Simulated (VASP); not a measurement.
# GaP (F-43m) in VASP: a series of runs

The runs below take GaP through single point, with HSE06.

Everything below comes from runs of VASP 6.6.1. Logs are shortened: lines on timing, memory, paths and dates and some standing lists are left out, and cuts for length are marked.

## 1. The crystal as given

It takes space group F-43m (No. 216, cubic). The conventional cell has a = 5.451 Å, b = 5.451 Å, c = 5.451 Å, α = 90.00°, β = 90.00°, γ = 90.00°. Ga (site symmetry -43m) has 4 P at 2.36 Å as nearest neighbours. P (site symmetry -43m) has 4 Ga at 2.36 Å as nearest neighbours.

## 2. Single point, HSE06

File POSCAR:

```
GaP
1.0
    0.0000000000      2.7252500000      2.7252500000
    2.7252500000      0.0000000000      2.7252500000
    2.7252500000      2.7252500000      0.0000000000
Ga P
1 1
Direct
    0.0000000000      0.0000000000      0.0000000000
    0.7500000000      0.7500000000      0.7500000000
```

File INCAR.step1:

```
SYSTEM = GaP
  PREC = Accurate
  ENCUT = 250
  EDIFF = 1E-5
  ISMEAR = 0
  SIGMA = 0.01
  LREAL = .FALSE.
  LASPH = .TRUE.
  NELM = 100
  ALGO = Normal
  ISIF = 2
  LWAVE = .TRUE.
  NBANDS = 17
  NKRED = 1
  GGA = PE
```

File INCAR.step2:

```
SYSTEM = GaP
  PREC = Accurate
  ENCUT = 250
  EDIFF = 1E-6
  ISMEAR = 0
  SIGMA = 0.01
  LREAL = .FALSE.
  LASPH = .TRUE.
  NELM = 100
  ALGO = Normal
  ISIF = 2
  LWAVE = .FALSE.
  LCHARG = .FALSE.
  GGA = PE
  LHFCALC = .TRUE.
  HFSCREEN = 0.2
  PRECFOCK = Fast
  NBANDS = 17
  NKRED = 1
  ISTART = 1
```

File KPOINTS:

```
regular mesh
0
G
  5 5 5
  0 0 0
```

Potentials or basis: VASP PAW PBE potentials, release 64 (Ga_d, P).

On the command line:

```console
$ cat potpaw_PBE.64/Ga_d/POTCAR potpaw_PBE.64/P/POTCAR > POTCAR
$ cp INCAR.step1 INCAR
$ mpirun -np 1 vasp_std > vasp.out
$ cp INCAR.step2 INCAR
$ mpirun -np 1 vasp_std > vasp.out
```

OUTCAR:

```text
SYSTEM = GaP
   PREC = Accurate
   ENCUT = 250
   EDIFF = 1E-6
   ISMEAR = 0
   LREAL = .FALSE.
   LASPH = .TRUE.
   NELM = 100
   ISIF = 2
   GGA = PE
   LHFCALC = .TRUE.
   HFSCREEN = 0.2
   PRECFOCK = Fast
   NKRED = 1
   ISTART = 1

 Found     10 irreducible k-points:

 Following reciprocal coordinates:
            Coordinates               Weight
  0.000000  0.000000  0.000000      1.000000
  0.200000  0.000000  0.000000      8.000000
  0.400000  0.000000  0.000000      8.000000
  0.200000  0.200000  0.000000      6.000000
  0.400000  0.200000  0.000000     24.000000
 -0.400000  0.200000  0.000000     24.000000
   k-points           NKPTS =     10   k-points in BZ     NKDIM =    125   number of bands    NBANDS=     17
   number of dos      NEDOS =    301   number of ions     NIONS =      2
   total plane-waves  NPLWV =   8000
   dimension x,y,z NGX =    20 NGY =   20 NGZ =   20
   dimension x,y,z NGXF=    40 NGYF=   40 NGZF=   40
   ions per type =               1   1
   NGX,Y,Z   is equivalent  to a cutoff of   8.63,  8.63,  8.63 a.u.
   NGXF,Y,Z  is equivalent  to a cutoff of  17.25, 17.25, 17.25 a.u.
 SYSTEM =  GaP
   PREC   = accura    normal or accurate (medium, high low for compatibility)
   ISTART =      1    job   : 0-new  1-cont  2-samecut
   ICHARG =      0    charge: 1-file 2-atom 10-const
   ISPIN  =      1    spin polarized calculation?
   LNONCOLLINEAR =      F non collinear calculations
   LSORBIT =      F    spin-orbit coupling
   LASPH  =      T    aspherical Exc in radial PAW
   ENCUT  =  250.0 eV  18.37 Ry    4.29 a.u.   4.97  4.97  4.97*2*pi/ulx,y,z
   NELM   =    100;   NELMIN=  2; NELMDL=  0     # of ELM steps
   EDIFF  = 0.1E-05   stopping-criterion for ELM
   LREAL  =      F    real-space projection
   EDIFFG = 0.1E-04   stopping-criterion for IOM
   NSW    =      0    number of steps for IOM
   IBRION =     -1    ionic relax: 0-MD 1-quasi-New 2-CG
   NFREE  =      0    steps in history (QN), initial steepest desc. (CG)
   ISIF   =      2    stress and relaxation
   ISYM   =      3    0-nonsym 1-usesym 2-fastsym
   POTIM  = 0.5000    time-step for ionic-motion
   TEBEG  =    0.0;   TEEND  =   0.0 temperature during run
   PSTRESS=    0.0 pullay stress
   NELECT =      18.0000    total number of electrons
   NUPDOWN=      -1.0000    fix difference up-down
   EMIN   =  10.00;   EMAX   =-10.00  energy-range for DOS
   EFERMI =   0.00;   METHOD = LEGACY
   ISMEAR =     0;   SIGMA  =   0.01  broadening in eV -4-tet -1-fermi 0-gaus
   EFERMI_NEDOS =   21; number of points for ismear=-14 and -15
   IALGO  =     38    algorithm
   IMIX   =      1    mixing-type and parameters
     AMIX     =   0.40;   BMIX     =  1.00
     AMIX_MAG =   1.60;   BMIX_MAG =  1.00
  volume/ion in A,a.u.               =      20.24       136.59
  Fermi-wavevector in a.u.,A,eV,Ry     =   1.249538  2.361284 21.243377  1.561344
  Thomas-Fermi vector in A             =   2.383574
   LORBIT       =      0    0 simple, 1 ext, 2 COOP (PROOUT), +10 PAW based schemes
   GGA     = PE    functional components
   LHFCALC =     T    Hartree Fock is set to
   PRECFOCK=fast      Normal, Fast or Accurate (Low or Medium for compatibility)
   ENCUT4O =  -1.0   cutoff for four orbital integrals eV
   NKREDX  =     1    reduce k-point grid by
   NKREDY  =     1    reduce k-point grid by
   NKREDZ  =     1    reduce k-point grid by
   AEXX    =    0.2500 exact exchange contribution
   HFSCREEN=    0.2000 screening length (either q_TF or 0.3 A-1)
   HFSCREENC=   0.2000 screening length for correlation (either q_TF or 0.3 A-1)
   ENCUTFOCK=  -1.0 apply spherical cutoff to Coloumb kernel
   IVDW    =     0    specifies the selected vdW correction
   LEPSILON=     F    determine dielectric tensor
   LRPA    =     F    only Hartree local field effects (RPA)
 non-spin polarized calculation
 Gauss-broadening in eV      SIGMA  =   0.01
  energy-cutoff  :      250.00
  volume of cell :       40.48
 maximum number of plane-waves:       370
  NGX = 12; NGY = 12; NGZ = 12

 number of electron      18.0000070 magnetization

 Free energy of the ion-electron system (eV)
  ---------------------------------------------------
  ext. energy  EPLUGINS =         0.00000000
  ---------------------------------------------------
  free energy    TOTEN  =       -10.74881400 eV

  energy without entropy =      -10.74881400  energy(sigma->0) =      -10.74881400

 E-fermi :   4.2875     XC(G=0):  -8.1389

 val. band max:        4.2096055478   @ k =   0.0000   0.0000   0.0000
 cond. band min:       6.5211726633   @ k =   0.4000   0.4000   0.0000
 fundamental gap:      2.3115671154
 Fermi energy:         4.2874750712

 k-point     1 :       0.0000    0.0000    0.0000
  band No.  band energies     occupation
      1     -12.9193      2.00000
      2     -12.9191      2.00000
      3     -12.9191      2.00000
      4     -12.8153      2.00000
      5     -12.8153      2.00000
      6      -9.5745      2.00000
[... 9 lines left out ...]
     16      15.1837      0.00000
     17      17.7860      0.00000

 k-point     2 :       0.2000    0.0000    0.0000
  band No.  band energies     occupation
      1     -12.9399      2.00000
      2     -12.9108      2.00000
      3     -12.9106      2.00000
      4     -12.8236      2.00000
      5     -12.8236      2.00000
      6      -9.0309      2.00000
[... 9 lines left out ...]
     16      15.3918      0.00000
     17      17.5203      0.00000

 k-point     3 :       0.4000    0.0000    0.0000
  band No.  band energies     occupation
      1     -12.9718      2.00000
      2     -12.8975      2.00000
      3     -12.8973      2.00000
      4     -12.8189      2.00000
      5     -12.8189      2.00000
      6      -7.7117      2.00000
[... 9 lines left out ...]
     16      15.9937      0.00000
     17      20.4329      0.00000

 k-point     4 :       0.2000    0.2000    0.0000
  band No.  band energies     occupation
      1     -12.9528      2.00000
      2     -12.9031      2.00000
      3     -12.9029      2.00000
      4     -12.8301      2.00000
      5     -12.8121      2.00000
      6      -8.8473      2.00000
[... 9 lines left out ...]
     16      17.0197      0.00000
     17      19.2629      0.00000

 k-point     5 :       0.4000    0.2000    0.0000
  band No.  band energies     occupation
      1     -12.9755      2.00000
      2     -12.8892      2.00000
      3     -12.8846      2.00000
      4     -12.8308      2.00000
      5     -12.8101      2.00000
      6      -7.7310      2.00000
[... 9 lines left out ...]
     16      17.5336      0.00000
     17      20.0679      0.00000

 k-point     6 :      -0.4000    0.2000    0.0000
  band No.  band energies     occupation
      1     -12.9830      2.00000
      2     -12.8921      2.00000
      3     -12.8876      2.00000
      4     -12.8256      2.00000
      5     -12.8195      2.00000
      6      -7.0146      2.00000
[... 9 lines left out ...]
     16      17.8383      0.00000
     17      20.2087      0.00000

 [... further k-points ...]
[... 5 lines left out ...]
  --------------------------------------------------------------------------------------
  -------------------------------------------------------------------------------------
  Total       -0.8923866     -0.8923866     -0.8923866      0.0000000      0.0000000     -0.0000000
  in kB      -35.3195027    -35.3195027    -35.3195027      0.0000000      0.0000000     -0.0000000
  external PRESSURE =     -35.3195027 kB  Pullay stress =       0.0000000 kB

 VOLUME and BASIS-vectors are now :
 -----------------------------------------------------------------------------
  energy-cutoff  :      250.00
  volume of cell :       40.48
      direct lattice vectors                 reciprocal lattice vectors
     0.000000000  2.725250000  2.725250000    -0.183469406  0.183469406  0.183469406
     2.725250000  0.000000000  2.725250000     0.183469406 -0.183469406  0.183469406
     2.725250000  2.725250000  0.000000000     0.183469406  0.183469406 -0.183469406

 POSITION                                       TOTAL-FORCE (eV/Angst)
 -----------------------------------------------------------------------------------
      0.00000      0.00000      0.00000        -0.000000      0.000000     -0.000000
      4.08788      4.08788      4.08788         0.000000     -0.000000      0.000000
 -----------------------------------------------------------------------------------
    total drift:                               -0.000008     -0.000030     -0.000012

  FREE ENERGIE OF THE ION-ELECTRON SYSTEM (eV)
  ---------------------------------------------------
  free  energy   TOTEN  =       -10.7488140033 eV

  energy  without entropy=      -10.7488140033  energy(sigma->0) =      -10.74881400
```

OUTCAR.step1:

```text
SYSTEM = GaP
   PREC = Accurate
   ENCUT = 250
   EDIFF = 1E-5
   ISMEAR = 0
   LREAL = .FALSE.
   LASPH = .TRUE.
[... 232 lines left out ...]
      0.00000      0.00000      0.00000        -0.000000     -0.000000      0.000000
      4.08788      4.08788      4.08788         0.000000      0.000000     -0.000000
 -----------------------------------------------------------------------------------
    total drift:                               -0.000003     -0.000003     -0.000001

  FREE ENERGIE OF THE ION-ELECTRON SYSTEM (eV)
  ---------------------------------------------------
  free  energy   TOTEN  =        -9.0401496856 eV

  energy  without entropy=       -9.0401496856  energy(sigma->0) =       -9.04014969
```

It took 65 s on 1 thread of Intel Xeon 6975P-C (Granite Rapids), shared host; peak memory 0.23 GiB.

The run converged, but a check on its numbers failed (symmetry, net force, bounds or a known fault of this set-up), so they aren't taken as properties of the crystal.

Caveat: the cutoff lies under the usual one of these potentials, so the numbers hold a large basis-set error; the PAW data sets were made with another functional, which shifts forces and pressure a little; an odd mesh through Γ misses points on the zone boundary, where band edges often lie.

(Part 1 of 2 ends here.)
